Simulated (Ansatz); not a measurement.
# Cd (Im-3m) in Ansatz: a series of runs

Runs on Cd. Level: PBE. Tasks: single point.

Program: Ansatz 0.2.0. These are calculated values, not measurements. Logs are shortened: lines on timing, memory, paths and dates and some standing lists are left out, and cuts for length are marked.

## (1) The crystal as given

The structure is cubic, space group Im-3m (No. 229). The conventional cell has a = 3.569 Å, b = 3.569 Å, c = 3.569 Å, α = 90.00°, β = 90.00°, γ = 90.00°. Around Cd (site symmetry m-3m) lie 8 Cd at 3.09 Å.

This isn't the form of Cd at room conditions, which is hcp.

## (2) Single point, PBE, 21.36 Å³/atom (volume scaled by 0.94)

Input file input.yaml:

```yaml
crystal:
  lattice:
    - [-1.7478970447, 1.7478970447, 1.7478970447]
    - [1.7478970447, -1.7478970447, 1.7478970447]
    - [1.7478970447, 1.7478970447, -1.7478970447]
  atoms:
    - { symbol: Cd, position: [0.0, 0.0, 0.0] }
kpoints:
  mp_grid: { grid: [10, 10, 10] }
scf:
  occupations: { method: fermi_dirac, width: 0.05 }
hamiltonian:
  xc: pbe
  pseudopotentials: { kind: all_electron, lapw: { basis_error: 0.0005 } }
output:
  forces: true
  stress: true
  eigenvalues: true
```

Potentials or basis: all-electron LAPW, scalar-relativistic.

Run with:

```sh
$ ansatz run input.yaml --threads 1 --pin off --max-ram 2560MiB --backend cpu --events-out ev --progress --plain --runs-dir out
```

The log of the run:

```text
Warning: RAYON_NUM_THREADS=1 ignored (pool sized by the plan → 1); use --threads N
LAPW: plane waves up to 7.798 Å⁻¹, error target 5.0e-4 eV per atom; small_component_spin mean_spin; Cd in spheres of 1.514 Å, 20 of its electrons in bands, Dirac shells [] (how accurate: hamiltonian.pseudopotentials.lapw.basis_error, Limitations)
Engine: ansatz 0.2.0, x86_64-unknown-linux-gnu
Pseudopotentials: kind: all_electron
Pseudopotential: Cd, LAPW, valence charge 20, lapw/all_electron/scalar/gaussian/Cd, Koelling and Harmon's equation, gaussian nucleus
Functional definition: PBE
  parameter kappa = 0.804
  parameter beta = 0.06672455060314922
  exchange = pbe_x(kappa = kappa, mu = beta*pi^2/3)
  correlation = pbe_c(beta = beta)
Crystal: 1 atoms, lattice volume = 21.360 Å³
Basis set: ecut = 231.69014241594923 eV, 177 PW (Γ), exchange–correlation at level 2
Bands: 14, of which v1, the nominal top of the filled ones, is band 10 counted from 1 (9 counted from 0)
Symmetry: 48 space group operations
Space group: Im-3m (ITA 229), of the structure as read, at distance tolerance 2.8e-5 Å
k-points: 47 of 1000
Non-local potential: Cd, projectors of the file, none
Initial density: superposition of atomic densities (chi_scale 0.1, normalization cell)
Initial wavefunctions: plane waves of lowest kinetic energy (no species holds an atomic orbital)
Functional: x = pbe(κ = 0.804, μ = 0.2195149727645171), c = pbe(β = 0.06672455060314922)
iter 1 solved again at ethr=1.19e-4 eV; its pass at ethr=1.00e-1 eV (dr2=2.39e-2 eV) is discarded
SCF iter   1: F=—  HF=-152235.417217 eV  |F-HF|=—  |Δ(HF+E_count)|=         —  Δρ=1.21e-2  dr2=2.41e-2  ethr=1.19e-4  ⟨swp⟩=3.3  Hψ=4746  notcnv=0
preconditioner: auto → none  [insulator: Δε(μ)=0.122 eV  Ē_g=16.341 eV  σ=0.050 eV  W_gap=0.52  n_scr=12 (ndim 8)  ℏωp=27.8 eV  f_vac=0.000  D(μ)=0.47/eV (n_scr^D=0)  ε∞_Penn≈3.9]
SCF iter   2: F=—  HF=-152235.370769 eV  |F-HF|=—  |Δ(HF+E_count)|=   4.64e-2  Δρ=3.92e-3  dr2=2.48e-3  ethr=1.19e-4  ⟨swp⟩=2.0  Hψ=1975  notcnv=0
SCF iter   3: F=—  HF=-152235.366143 eV  |F-HF|=—  |Δ(HF+E_count)|=   4.63e-3  Δρ=2.65e-3  dr2=1.13e-3  ethr=1.24e-5  ⟨swp⟩=2.0  Hψ=1840  notcnv=0
SCF iter   4: F=—  HF=-152235.366264 eV  |F-HF|=—  |Δ(HF+E_count)|=   1.20e-4  Δρ=1.16e-3  dr2=2.15e-4  ethr=5.64e-6  ⟨swp⟩=2.0  Hψ=1840  notcnv=0
iter 5 solved again at ethr=5.02e-8 eV; its pass at ethr=1.08e-6 eV (dr2=1.00e-5 eV) is discarded
SCF iter   5: F=—  HF=-152235.366248 eV  |F-HF|=—  |Δ(HF+E_count)|=   1.57e-5  Δρ=2.52e-4  dr2=1.00e-5  ethr=5.02e-8  ⟨swp⟩=2.0  Hψ=3159  notcnv=0
SCF iter   6: F=—  HF=-152235.366249 eV  |F-HF|=—  |Δ(HF+E_count)|=   1.03e-6  Δρ=2.72e-5  dr2=1.14e-7  ethr=5.00e-8  ⟨swp⟩=2.0  Hψ=1837  notcnv=0
SCF iter   7: F=-152235.366249 eV  HF=-152235.366249 eV  |F-HF|=5.82e-11  |Δ(HF+E_count)|=   3.13e-8  Δρ=1.51e-6  dr2=3.28e-10  ethr=5.72e-10  ⟨swp⟩=2.4  Hψ=1861  notcnv=0
SCF 1 converged in 7 iterations: F = -152235.366249 eV  dr2 = 3.28e-10
SCF converged after 7 iterations
Free energy (F): -152235.366249 eV
Harris-Foulkes:  -152235.366249 eV  (|F-HF|=5.82e-11)
Internal energy: -152235.361852 eV  (E = F + TS)
E sigma→0 (E₀):  -152235.364051 eV
Entropy (-TS):   -0.004397 eV (-4.397 meV/atom)
Fermi energy:    16.250497 eV
--- Per-component energies (eV) ---
  E_band       = -367.051839
  E_kinetic    = 159477.763761
  E_xc         = -4209.835758
  E_electrostatic = -307503.289856  (all electrons and nuclei)
  E_smearing   = -0.004397  (= −TS)
  E_closure    = 0.000000  (closes the sum)
  E_atoms      = -152234.696607  (free atoms, spherical and without spin; not in F)
  Σ components = -152235.366249   (vs F -152235.366249, Δ=0.00e0)
  Basis errors (estimates in eV, not in F): energy 1.2e-4 per atom: plane waves 1.2e-4 (6.0e-5 summed), levels above the bands 6.3e-72, relativity 1.6e-8, radial functions 2.6e-6, core shells 3.9e-8; eigenvalues (radial functions only) 3.2e-5; not estimated: angular momenta, meshes, grids; target (lapw.basis_error) 5.0e-4; muffin-tin radii Cd 1.514 Å
--- Forces (eV/Å), atoms counted from 1 ---
  atom   1  Cd     0.00000000     0.00000000    -0.00000000
  max |Σ_I F_I| component: 3.39e-32 eV/Å
--- Stress (GPa, compression-positive) ---
        4.185958      -0.000000       0.000000
       -0.000000       4.185958      -0.000000
        0.000000      -0.000000       4.185958
  P = ⅓ Tr σ = 4.1860 GPa (41.860 kbar)
--- Band table (eV; the first three rows and the last of 47) ---
  k-point 0: bands = ["-87.0314", "-48.0602", "-48.0602", "-48.0602", "6.7226", "6.7226", "6.7226", "7.0595", "7.4028", "7.4028", "30.9060", "30.9060", "30.9060", "32.7383"]
  k-point 1: bands = ["-87.0310", "-48.0641", "-48.0617", "-48.0601", "6.6885", "6.7211", "6.8207", "7.3146", "7.4035", "7.4043", "28.9742", "30.3486", "30.7573", "31.2974"]
  k-point 2: bands = ["-87.0302", "-48.0742", "-48.0656", "-48.0599", "6.6003", "6.6461", "7.0875", "7.3037", "7.4095", "8.2712", "25.0753", "28.6634", "29.1132", "30.4565"]
  k-point 46: bands = ["-87.0251", "-48.0926", "-48.0926", "-48.0926", "6.1906", "6.1906", "7.7528", "7.7528", "7.7528", "19.4860", "19.4860", "19.4860", "22.1498", "24.2411"]
```

Run time: 4.6 s. Hardware: 1 thread of Intel Xeon Platinum 8259CL at 2.50GHz (Skylake/Cascade Lake), shared host; peak memory 0.29 GiB.

What came out:

| Item | Value |
| --- | --- |
| Free energy | -152235.3662 eV |
| Pressure | 4.2 GPa |
| Band gap on the k mesh | none (metal or under the smearing width) |

## (3) Single point, PBE, 21.81 Å³/atom (volume scaled by 0.96)

Edit input.yaml of step 2 so:

```diff
@@ -2,5 +2,5 @@
   lattice:
-    - [-1.7478970447, 1.7478970447, 1.7478970447]
-    - [1.7478970447, -1.7478970447, 1.7478970447]
-    - [1.7478970447, 1.7478970447, -1.7478970447]
+    - [-1.7602065844, 1.7602065844, 1.7602065844]
+    - [1.7602065844, -1.7602065844, 1.7602065844]
+    - [1.7602065844, 1.7602065844, -1.7602065844]
   atoms:
```

Potentials or basis: all-electron LAPW, scalar-relativistic.

Run with:

```sh
$ ansatz run input.yaml --threads 1 --pin off --max-ram 2560MiB --backend cpu --events-out ev --progress --plain --runs-dir out
```

Wall time 4.8 s (1 thread of Intel Xeon Platinum 8259CL at 2.50GHz (Skylake/Cascade Lake), shared host); peak memory 0.29 GiB.

The run converged. Its results:

```yaml
Free_energy: -152235.3764 eV
Pressure: 3.0 GPa
Band_gap_on_the_k_mesh: none (metal or under the smearing width)
```

## (4) Single point, PBE, 22.27 Å³/atom (volume scaled by 0.98)

Edit input.yaml of step 3 so:

```diff
@@ -2,5 +2,5 @@
   lattice:
-    - [-1.7602065844, 1.7602065844, 1.7602065844]
-    - [1.7602065844, -1.7602065844, 1.7602065844]
-    - [1.7602065844, 1.7602065844, -1.7602065844]
+    - [-1.7723463237, 1.7723463237, 1.7723463237]
+    - [1.7723463237, -1.7723463237, 1.7723463237]
+    - [1.7723463237, 1.7723463237, -1.7723463237]
   atoms:
```

Run with:

```sh
$ ansatz run input.yaml --threads 1 --pin off --max-ram 2560MiB --backend cpu --events-out ev --progress --plain --runs-dir out
```

It took 4.9 s on 1 thread of Intel Xeon Platinum 8259CL at 2.50GHz (Skylake/Cascade Lake), shared host; peak memory 0.29 GiB.

It converged, with:

```
Free energy            : -152235.3834 eV
Pressure               : 2.0 GPa
Band gap on the k mesh : none (metal or under the smearing width)
```

## (5) Single point, PBE, 22.72 Å³/atom

Edit input.yaml of step 4 so:

```diff
@@ -2,5 +2,5 @@
   lattice:
-    - [-1.7723463237, 1.7723463237, 1.7723463237]
-    - [1.7723463237, -1.7723463237, 1.7723463237]
-    - [1.7723463237, 1.7723463237, -1.7723463237]
+    - [-1.784322, 1.784322, 1.784322]
+    - [1.784322, -1.784322, 1.784322]
+    - [1.784322, 1.784322, -1.784322]
   atoms:
```

Run with:

```sh
$ ansatz run input.yaml --threads 1 --pin off --max-ram 2560MiB --backend cpu --events-out ev --progress --plain --runs-dir out
```

Wall time 4.8 s (1 thread of Intel Xeon Platinum 8259CL at 2.50GHz (Skylake/Cascade Lake), shared host); peak memory 0.29 GiB.

It converged, with:

```yaml
Free_energy: -152235.3879 eV
Pressure: 1.2 GPa
Band_gap_on_the_k_mesh: none (metal or under the smearing width)
```

## (6) Single point, PBE, 23.18 Å³/atom (volume scaled by 1.02)

Edit input.yaml of step 5 so:

```diff
@@ -2,5 +2,5 @@
   lattice:
-    - [-1.784322, 1.784322, 1.784322]
-    - [1.784322, -1.784322, 1.784322]
-    - [1.784322, 1.784322, -1.784322]
+    - [-1.7961390464, 1.7961390464, 1.7961390464]
+    - [1.7961390464, -1.7961390464, 1.7961390464]
+    - [1.7961390464, 1.7961390464, -1.7961390464]
   atoms:
```

Potentials or basis: all-electron LAPW, scalar-relativistic.

Run with:

```sh
$ ansatz run input.yaml --threads 1 --pin off --max-ram 2560MiB --backend cpu --events-out ev --progress --plain --runs-dir out
```

It took 4.5 s on 1 thread of Intel Xeon Platinum 8259CL at 2.50GHz (Skylake/Cascade Lake), shared host; peak memory 0.29 GiB.

The run converged. Its results:

* Free energy: -152235.3901 eV
* Pressure: 0.4 GPa
* Band gap on the k mesh: none (metal or under the smearing width)

## (7) Single point, PBE, 23.63 Å³/atom (volume scaled by 1.04)

Edit input.yaml of step 6 so:

```diff
@@ -2,5 +2,5 @@
   lattice:
-    - [-1.7961390464, 1.7961390464, 1.7961390464]
-    - [1.7961390464, -1.7961390464, 1.7961390464]
-    - [1.7961390464, 1.7961390464, -1.7961390464]
+    - [-1.8078026137, 1.8078026137, 1.8078026137]
+    - [1.8078026137, -1.8078026137, 1.8078026137]
+    - [1.8078026137, 1.8078026137, -1.8078026137]
   atoms:
```

Run with:

```sh
$ ansatz run input.yaml --threads 1 --pin off --max-ram 2560MiB --backend cpu --events-out ev --progress --plain --runs-dir out
```

Wall time 4.8 s (1 thread of Intel Xeon Platinum 8259CL at 2.50GHz (Skylake/Cascade Lake), shared host); peak memory 0.29 GiB.

Results (log left out):

```
Free energy            : -152235.3904 eV
Pressure               : -0.2 GPa
Band gap on the k mesh : none (metal or under the smearing width)
```

## (8) Single point, PBE, 24.09 Å³/atom (volume scaled by 1.06)

Edit input.yaml of step 7 so:

```diff
@@ -2,5 +2,5 @@
   lattice:
-    - [-1.8078026137, 1.8078026137, 1.8078026137]
-    - [1.8078026137, -1.8078026137, 1.8078026137]
-    - [1.8078026137, 1.8078026137, -1.8078026137]
+    - [-1.8193175905, 1.8193175905, 1.8193175905]
+    - [1.8193175905, -1.8193175905, 1.8193175905]
+    - [1.8193175905, 1.8193175905, -1.8193175905]
   atoms:
```

Run with:

```sh
$ ansatz run input.yaml --threads 1 --pin off --max-ram 2560MiB --backend cpu --events-out ev --progress --plain --runs-dir out
```

Wall time 4.5 s (1 thread of Intel Xeon Platinum 8259CL at 2.50GHz (Skylake/Cascade Lake), shared host); peak memory 0.29 GiB.

It converged, with:

```yaml
Free_energy: -152235.3888 eV
Pressure: -0.9 GPa
Band_gap_on_the_k_mesh: none (metal or under the smearing width)
```

## (9) The reference run

An earlier run on the cell as given: functional PBE; potentials or basis all-electron LAPW, scalar-relativistic; cutoff 205 eV (chosen from the basis error); basis error allowed 0.001 eV/atom; k mesh 10 × 10 × 10; occupations fermi-dirac, width 0.05 eV; no spin polarisation.

* Pressure: 1.2 GPa
* Band gap on the k mesh: none (metal or under the smearing width)
